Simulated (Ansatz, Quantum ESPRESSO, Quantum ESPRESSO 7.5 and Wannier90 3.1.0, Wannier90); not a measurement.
## straight chain of alternating Au and Ag, spacing 2.58 Å: Wannier functions and conductance

How many channels does the wire offer, and does a small Wannier basis get them right? The wire: straight chain of alternating Au and Ag, spacing 2.58 Å.

Program: Quantum ESPRESSO 7.5 and Wannier90 3.1.0. Level of theory: plane-wave DFT, PBE, PseudoDojo norm-conserving pseudopotentials (cross-check by Ansatz 0.2.0 with PAW datasets). Results are calculated unless marked as measured.

Most raw output is cut from this account.

### Step 1. Starting point

The cell holds 2 atoms: 1 Au and 1 Ag. Its edges and angles: a = 8.000 Å, b = 8.000 Å, c = 5.150 Å, α = 90.0°, β = 90.0°, γ = 90.0°. Vacuum lies along a and b. The structure's axis is c.

### Step 2. Ground state

File scf.in:

```
&control
  prefix = 'scf'
  outdir = './out'
  pseudo_dir = './pseudo'
  calculation = 'scf'
  tprnfor = .true.
/
&system
  ibrav = 0
  nat = 2
  ntyp = 2
  ecutwfc = 74
  ecutrho = 296
  occupations = 'smearing'
  smearing = 'mv'
  degauss = 0.005
/
&electrons
  conv_thr = 1e-07
  mixing_beta = 0.4
  electron_maxstep = 120
  mixing_mode = 'local-TF'
/
ATOMIC_SPECIES
  Au  196.9666  Au.dojo-sr-pbe-0.4.1-standard.upf
  Ag  107.8682  Ag.dojo-sr-pbe-0.4.1-standard.upf
CELL_PARAMETERS angstrom
  8.00000000000000 0.00000000000000 0.00000000000000
  0.00000000000000 8.00000000000000 0.00000000000000
  0.00000000000000 0.00000000000000 5.15020000000000
ATOMIC_POSITIONS crystal
  Au  0.000000000000 0.000000000000 0.000000000000
  Ag  0.000000000000 0.000000000000 0.500000000000
K_POINTS automatic
  1 1 12 0 0 0
```

The run is started by

```
OMP_NUM_THREADS=1 mpirun -n 4 pw.x -nk 1 -in scf.in > scf.out
```

Wall time 18 s (4 MPI ranks of Arm Neoverse V2, shared host); peak memory 0.47 GiB.

Numbers from this step:

| Quantity | Value |
| --- | --- |
| free energy | -8248.3776 eV |
| Fermi energy | -3.296 eV |

The program's own clock; routines nest. Time by routine:

```
     routine  wall time (s)  calls
       PWSCF          17.28      1
   electrons          16.43      1
     c_bands          11.71     10
     cegterg          11.26     70
        fftw           9.93   9986
       h_psi           9.88    270
    vloc_psi           8.95    270
     mix_rho           2.45     10
    sum_band           1.94     10
        ffts           1.45    994
    init_run            0.6      1
      calbec           0.52    298
     wfcinit           0.45      1
h_psi:calbec           0.45    270
```

The run needed 9 iterations to bring the estimated error under 1e-07 Ry.

### Step 3. Full uniform mesh without symmetry

Wannier90 needs the states on a whole uniform mesh, listed point by point, without symmetry.

nscf.in, as its differences from the input of step 2:

```diff
@@ -1,7 +1,6 @@
 &control
-  prefix = 'scf'
+  prefix = 'nscf'
   outdir = './out'
   pseudo_dir = './pseudo'
-  calculation = 'scf'
-  tprnfor = .true.
+  calculation = 'nscf'
 /
@@ -16,5 +15,8 @@
   degauss = 0.005
+  nosym = .true.
+  noinv = .true.
+  nbnd = 37
 /
 &electrons
-  conv_thr = 1e-07
+  conv_thr = 1e-09
   mixing_beta = 0.4
@@ -22,2 +24,3 @@
   mixing_mode = 'local-TF'
+  diago_full_acc = .true.
 /
@@ -33,3 +36,9 @@
   Ag  0.000000000000 0.000000000000 0.500000000000
-K_POINTS automatic
-  1 1 12 0 0 0
+K_POINTS crystal
+6
+  0.0000000000 0.0000000000 0.0000000000 0.1666666667
+  0.0000000000 0.0000000000 0.1666666667 0.1666666667
+  0.0000000000 0.0000000000 0.3333333333 0.1666666667
+  0.0000000000 0.0000000000 0.5000000000 0.1666666667
+  0.0000000000 0.0000000000 0.6666666667 0.1666666667
+  0.0000000000 0.0000000000 0.8333333333 0.1666666667
```

The run is started by

```
cp -r out/scf.save out/nscf.save
cp out/scf.xml out/nscf.xml
OMP_NUM_THREADS=1 mpirun -n 4 pw.x -nk 1 -in nscf.in > nscf.out
```

The job ended after 15 s (4 MPI ranks; peak memory 0.29 GiB; 61 s of CPU time).

Read from the output:

| Item | Value |
| --- | --- |
| Fermi energy | -3.322 eV |

The program's own clock; routines nest. Time by routine:

```
     routine  wall time (s)  calls
       PWSCF           14.8      1
   electrons          14.55      1
     c_bands          14.55      1
     cegterg          13.91     18
       h_psi          10.62    311
    vloc_psi           9.63    311
        fftw           8.99   9234
h_psi:calbec           0.48    311
      calbec           0.47    311
  add_vuspsi           0.45    311
     cdiaghg           0.35    293
    init_run           0.15      1
       g_psi           0.09    287
     potinit           0.06      1
```

### Step 4. Neighbour list from wannier90 -pp

The .win file sets projections and windows: states in the frozen window are kept exactly, the outer window gives room to disentangle.

File wan.win:

```
num_wann = 12
num_bands = 37
num_iter = 200
num_print_cycles = 20
conv_tol = 1e-8
conv_window = 5
guiding_centres = true
dis_num_iter = 1500
dis_conv_tol = 1e-8
dis_win_min = -14.2958
dis_win_max = 5.7042
dis_froz_max = -1.7958
search_shells = 120
fermi_energy = -3.2958

transport = true
transport_mode = bulk
one_dim_axis = z
dist_cutoff = 15.35
dist_cutoff_mode = one_dim
tran_win_min = -4.0
tran_win_max = 2.0
tran_energy_step = 0.02

bands_plot = true
bands_num_points = 96
begin kpoint_path
G 0.0 0.0 0.0 Z 0.0 0.0 0.5
end kpoint_path

begin projections
Au:s;d
Ag:s;d
end projections

begin unit_cell_cart
ang
  8.0000000000 0.0000000000 0.0000000000
  0.0000000000 8.0000000000 0.0000000000
  0.0000000000 0.0000000000 5.1502000000
end unit_cell_cart

begin atoms_frac
  Au 0.0000000000 0.0000000000 0.0000000000
  Ag 0.0000000000 0.0000000000 0.5000000000
end atoms_frac

mp_grid = 1 1 6
begin kpoints
  0.0 0.0 0.0000000000
  0.0 0.0 0.1666666667
  0.0 0.0 0.3333333333
  0.0 0.0 0.5000000000
  0.0 0.0 0.6666666667
  0.0 0.0 0.8333333333
end kpoints
```

The run is started by

```
OMP_NUM_THREADS=1 wannier90.x -pp wan > wan.pp.log
```

The job ended after 0.47 s (1 MPI rank; peak memory 0.09 GiB).

### Step 5. Overlaps and projections

pw2wannier90.x computes the overlaps between neighbouring k-points and the projections.

File wan.p2w.in:

```
&inputpp
  prefix = 'nscf'
  outdir = './out'
  seedname = 'wan'
  write_mmn = .true.
  write_amn = .true.
  write_unk = .false.
/
```

The run is started by

```
OMP_NUM_THREADS=1 mpirun -n 4 pw2wannier90.x -in wan.p2w.in > wan.p2w.out
```

Run time: 6.8 s. Hardware: 4 MPI ranks; peak memory 0.26 GiB.

### Step 6. Wannier functions and transport

After disentangling and localising, transport_mode = bulk builds principal layers from hoppings within dist_cutoff and counts open channels.

wan.win is that of step 4.

The run is started by

```
OMP_NUM_THREADS=1 wannier90.x wan > wan.run.log
```

Elapsed: 1.4 s, on 1 MPI rank; peak memory 0.09 GiB.

Numbers from this step:

| Property | Result |
| --- | --- |
| lead channels at the Fermi level, one spin | 8.10e-8 |
| total spread | 13.80 Å² |
| gauge-invariant spread | 13.31 Å² |
| largest misfit to plane-wave levels between mesh points, inside the frozen window | 0.04999 eV |

Per spin. Table of quantum conductance of the perfect wire, open channels by energy, zero at the Fermi level:

```
energy (eV)  quantum conductance of the perfect wire, open channels
     -4.000                                                       1
     -3.800                                                       1
     -3.600                                                       1
     -3.400                                                       1
     -3.200                                                    3.00
     -3.000                                                       2
     -2.800                                                 0.00780
     -2.600                                                  7.2e-6
     -2.400                                                  2.0e-7
     -2.200                                                  5.8e-6
     -2.000                                                       1
     -1.800                                                       1
     -1.600                                                    3.00
     -1.400                                                       3
     -1.200                                                    2.00
     -1.020                                                    2.00
     -0.800                                                       2
     -0.600                                                    2.00
     -0.400                                                   1.000
     -0.200                                                  1.8e-7
      0.000                                                  8.1e-8
      0.200                                                  4.5e-7
      0.400                                                   1.000
      0.600                                                       1
      0.800                                                       1
      1.000                                                       1
      1.200                                                       1
      1.400                                                       1
      1.600                                                       1
      1.800                                                       1
      2.000                                                       1
```

Wannier functions:

```
no.  x (Å)  y (Å)  z (Å)  spread (Å²)
  1      0      0      0        2.451
  2      0      0      0        1.248
  3      0      0      0       0.9469
  4      0      0      0       0.9469
  5      0      0      0       0.8059
  6      0      0      0       0.8163
  7      0      0  2.575        2.987
  8      0      0  2.575       0.8858
  9      0      0  2.575       0.7177
 10      0      0  2.575       0.7177
 11      0      0  2.575       0.6331
 12      0      0  2.575       0.6409
```

The electronic bands at the labelled points (eV, zero at the Fermi level; v1 is the highest filled band, c1 the lowest empty one):

```
  point     v4     v3     v2     v1    c1
      Γ  -1.03  -0.66  -0.66  -0.58  6.46
halfway  -1.09  -1.05  -1.05  -0.74  2.42
      Z  -1.61  -1.07  -1.07  -0.37  0.36
```

Bands and channels are those of the Wannier model: bands that were not projected, and all outside the frozen window, are missing or only approximate.

### Step 7. Neighbour list from wannier90 -pp, with dist_cutoff = 11.33

How much does a setting matter? One run is repeated with a change.

wan_w.win, as its differences from the input of step 6:

```diff
@@ -18,3 +18,3 @@
 one_dim_axis = z
-dist_cutoff = 15.35
+dist_cutoff = 11.33
 dist_cutoff_mode = one_dim
```

The run is started by

```
OMP_NUM_THREADS=1 wannier90.x -pp wan_w > wan_w.pp.log
```

The job ended after 0.47 s (1 MPI rank; peak memory 0.09 GiB).

### Step 8. Overlaps and projections

The same post-processing, on the changed run.

File wan_w.p2w.in:

```
&inputpp
  prefix = 'nscf'
  outdir = './out'
  seedname = 'wan_w'
  write_mmn = .true.
  write_amn = .true.
  write_unk = .false.
/
```

The run is started by

```
OMP_NUM_THREADS=1 mpirun -n 4 pw2wannier90.x -in wan_w.p2w.in > wan_w.p2w.out
```

It took 6.8 s on 4 MPI ranks; peak memory 0.26 GiB; 27 s of CPU time.

### Step 9. Wannier functions and transport, with dist_cutoff = 11.33

wan_w.win, as its differences from the input of step 6:

```diff
@@ -18,3 +18,3 @@
 one_dim_axis = z
-dist_cutoff = 15.35
+dist_cutoff = 11.33
 dist_cutoff_mode = one_dim
```

The run is started by

```
OMP_NUM_THREADS=1 wannier90.x wan_w > wan_w.run.log
```

The job ended after 0.92 s (1 MPI rank; peak memory 0.09 GiB).

The total spread is 13.8 against 13.8 Å². Between −2 and 1.5 eV the channel count differs from the first run's at 1 % of the energies, and at the Fermi level it is 0 against 0. Spreads don't depend on this cutoff; only the transport does.

### Step 10. Cross-check with Ansatz

As a check, the same structure is run in Ansatz.

Level of this step: plane-wave DFT, PBE, Ansatz PAW (Ansatz 0.2.0).

File input.yaml:

```yaml
crystal:
  lattice:
    - [8.0, 0.0, 0.0]
    - [0.0, 8.0, 0.0]
    - [0.0, 0.0, 5.1502]
  atoms:
    - { symbol: Au, position: [0.0, 0.0, 0.0] }
    - { symbol: Ag, position: [0.0, 0.0, 0.5] }
kpoints:
  mp_grid: { grid: [1, 1, 12] }
hamiltonian:
  xc: pbe
scf:
  occupations: { method: fermi_dirac, width: 0.05 }
  convergence: { dr2_threshold: 1.0e-08 }
output:
  transmission:
    leads: [[0, 0]]
    e_range: [-4.0, 2.0]
    de: 0.05
    kmesh: [1, 1]
    reduced_basis: true
```

The run is started by

```
ansatz run input.yaml --threads 4 --pin off --max-ram 8192MiB --backend cpu --events-out ev --progress --plain --runs-dir out
```

It took 17 s on 4 threads; peak memory 0.57 GiB; 60 s of CPU time.

This step gave:

- free energy: -20737.2799 eV
- energy at zero smearing: -20737.2799 eV
- Fermi energy: -3.306 eV
- symmetry operations: 16
- lead channels at the Fermi level, one spin: 0

Per spin. Table of open channels by energy, zero at the Fermi level:

energy (eV), open channels and a bar:
```
   -4.000       1.00 ########
   -3.800       1.00 ########
   -3.600       1.00 ########
   -3.400       1.00 ########
   -3.200       3.00 ######################
   -3.000       2.00 ###############
   -2.800       2.00 ###############
   -2.600       0.00 
   -2.400       0.00 
   -2.200       0.00 
   -2.000       1.00 ########
   -1.800       1.00 ########
   -1.600       3.00 ######################
   -1.400       3.00 ######################
   -1.200       4.00 ##############################
   -1.000       2.00 ###############
   -0.800       2.00 ###############
   -0.600       2.00 ###############
   -0.400       1.00 ########
   -0.200       0.00 
    0.000       0.00 
    0.200       0.00 
    0.400       1.00 ########
    0.600       1.00 ########
    0.800       1.00 ########
    1.000       1.00 ########
    1.200       1.00 ########
    1.400       1.00 ########
    1.600       1.00 ########
    1.800       1.00 ########
    2.000       1.00 ########
```

### Step 11. What came out

- open channels at the Fermi level, per spin: 0
- gap in the conductance, to one step of the energy grid: 0.72 eV
- total spread: 13.8 Å²
- gauge-invariant spread: 13.3 Å²
- largest band misfit in the frozen window: 0.0500 eV
- channels at the Fermi level by Ansatz: 0

What this shows: The wire has no channel at the Fermi level: its conductance has a gap of 0.72 eV. Between -4 and 1.5 eV the channel count from Wannier functions equals that from Ansatz's layer matching at 95 % of the energies; outside the frozen window the Wannier bands are not held to the plane-wave ones. Each plane-wave level in the frozen window has a Wannier level within 0.05 eV; this test doesn't see extra bands that a model may add. The wire is perfect, so the conductance only counts bands: each channel, with its partner of the other spin, carries G₀ = 2e²/h. It was run without spin polarisation, which was not tested. Spin-orbit coupling is left out; depending on the atoms that carry the levels of interest, it can split and shift them by tenths of an eV to an eV or more.

[Logs are printed without paths, hosts, clocks, repeated set-up lines and the standing remarks that a program may print on its own settings, such as how far it seeks lower states.]

[Hosts, paths, dates, database ids (printed as entryN), source tags and the programs' standing remarks are cut or masked in the printed files.]

[Maps of the electrostatic potential energy from Ansatz leave out the sawtooth potential of an applied field or a dipole correction, so their vacuum need not be flat; planar profiles and work functions include it.]
